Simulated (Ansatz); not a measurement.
## Clamped-ion strain scan in TiAl3

Computed with Ansatz 0.2.0, DFT PBEsol, scalar-relativistic, plane waves, PAW. Cutoff 420 eV, Γ-centred 18×10×10 k-points, Gaussian smearing of 0.15 eV. No spin polarisation. Energies are free energies at this smearing, counted from the undisturbed cell; pressure is positive in compression.

The undisturbed cell (relaxed at this level; this form isn't the usual structure):

```
Ti Al
1.0
     2.78139    0.00000    0.00000
     0.00000    4.67107    0.00000
     0.00000    0.00000    4.89340
Ti Al
1 3
Direct
  0.00000 0.50000 0.16317
  0.50000 0.50000 0.66405
  0.50000 0.00000 0.33311
  0.00000 0.00000 0.83967
```

The cell is strained by ε times the Voigt pattern (0, 0, 0, 1, 0, 0) (xx, yy, zz, yz, xz, xy; engineering shear) with fractional coordinates fixed. The cell is metallic on the mesh throughout.

```
      ε  ΔE (meV/atom) stress summed along the pattern (GPa, tension positive)
-0.0200            1.4                                                    -1.41
-0.0100            0.4                                                    -0.71
 0.0000            0.0                                                     0.00
 0.0050            0.1                                                     0.35
 0.0150            0.8                                                     1.06
```

Cost: 5 runs of about 2.9 core-minutes in all, on Intel Xeon Platinum 8488C (Sapphire Rapids) (shared hosts).